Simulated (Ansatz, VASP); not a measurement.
# PbSe in VASP and in Ansatz

Contents of POSCAR:

```
PbSe
1.0
    4.2303754001      0.0000000000      0.0000000000
   -2.1151877001      3.6636125641      0.0000000000
    0.0000000000      0.0000000000      7.4787094859
Pb Se
2 2
Direct
    0.0000000000      0.0000000000      0.0000000000
    0.0000000000      0.0000000000      0.5000000000
    0.3333333333      0.6666666667      0.2500000000
    0.6666666667      0.3333333333      0.7500000000
```

INCAR.step1

```
SYSTEM = PbSe
  ALGO = Normal
  EDIFF = 1E-4
  ENCUT = 520
  GGA = PE
  ISMEAR = -1
  LASPH = .TRUE.
  LCHARG = .FALSE.
  LREAL = .FALSE.
  LWAVE = .TRUE.
  NBANDS = 28
  NELM = 80
  PREC = Accurate
  SIGMA = 0.02
```

The input INCAR.step2:

```
SYSTEM = PbSe
  ALGO = Normal
  EDIFF = 1E-7
  ENCUT = 520
  ISIF = 2
  ISMEAR = -1
  ISTART = 1
  LASPH = .TRUE.
  LCHARG = .FALSE.
  LMIXTAU = .TRUE.
  LREAL = .FALSE.
  LWAVE = .FALSE.
  METAGGA = R2SCAN
  NBANDS = 28
  NELM = 80
  PREC = Accurate
  SIGMA = 0.02
```

File KPOINTS:

```
k-points
0
G
  6 6 4
  0 0 0
```

Input for Ansatz:

```yaml
crystal:
  lattice:
    - [4.2303754001, 0.0, 0.0]
    - [-2.1151877001, 3.6636125641, 0.0]
    - [0.0, 0.0, 7.4787094859]
  atoms:
    - { symbol: Pb, position: [0.0, 0.0, 0.0] }
    - { symbol: Pb, position: [0.0, 0.0, 0.5] }
    - { symbol: Se, position: [0.3333333333, 0.6666666667, 0.25] }
    - { symbol: Se, position: [0.6666666667, 0.3333333333, 0.75] }
kpoints:
  mp_grid: { grid: [6, 6, 4] }
hamiltonian:
  xc: r2scan
scf:
  occupations: { method: fermi_dirac, width: 0.02 }
  n_extra_bands: 5
output:
  forces: true
  stress: true
  eigenvalues: true
```

Alike in both runs: task single point; functional r2SCAN; k mesh 6 × 6 × 4; occupations fermi-dirac, width 0.02 eV; no spin polarisation.

```csv
,VASP,Ansatz
version,VASP 6.6.1,Ansatz 0.2.0
potentials or method,"VASP PAW PBE potentials, release 64 (Pb_d, Se)","plane waves, PAW"
plane-wave cutoff (eV),520,500
valence electrons in the cell,40,60
```

```tsv
	VASP	Ansatz	Ansatz less VASP
pressure (GPa)	1.6	1.6	-0.01
largest component of the traceless stress (GPa)	0.23	0.23	-0.003
```

The two sets of potentials don't hold the same shells in valence.

Caveats: the PAW data sets were made with another functional, which shifts forces and pressure a little (VASP). The runs have no spin-orbit coupling, so splittings on Pb are missing.
